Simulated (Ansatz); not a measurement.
The computed numbers are results of PBE, scalar-relativistic (no spin polarisation) in the plane-wave PAW code Ansatz at 420 eV, 8×8×6 k-mesh, Gaussian smearing of 0.05 eV. The datasets are Ansatz's generated set soft_2.

The calculation on AgX, where X is one element, gave:

```yaml
Space_group: P6_3mc (No. 186)
Conventional_cell: a = 4.685 Å, b = 4.685 Å, c = 7.663 Å, α = 90.00°, β = 90.00°, γ = 120.00°
Volume: 36.42 Å³/atom
Band_gap: 1.37 eV
Smallest_direct_gap: 1.37 eV
Bader_charges: Ag 0.29; X -0.29 e
Formation_energy_from_the_elements_0_K_uncorrected: -0.27 eV/atom
Bulk_modulus_Birch–Murnaghan: 26 GPa
Pressure_derivative_B0′: 5.3
```

Sites: Ag on 2b, X on 2b.

Q: Which element is X?
A. Te
B. Cs
C. I
D. Sb

A: C. X is I, so the compound is AgI.

The chain of runs began from a cell as deposited in COD, expanded in volume.

Semilocal functionals underestimate band gaps, commonly by a third or more. For elements this heavy, spin–orbit coupling would shift levels and gaps; it isn't included here. The relaxed cell is 6 % larger in volume than the cell of this structure in the Crystallography Open Database (34.39 Å³/atom, 1977).
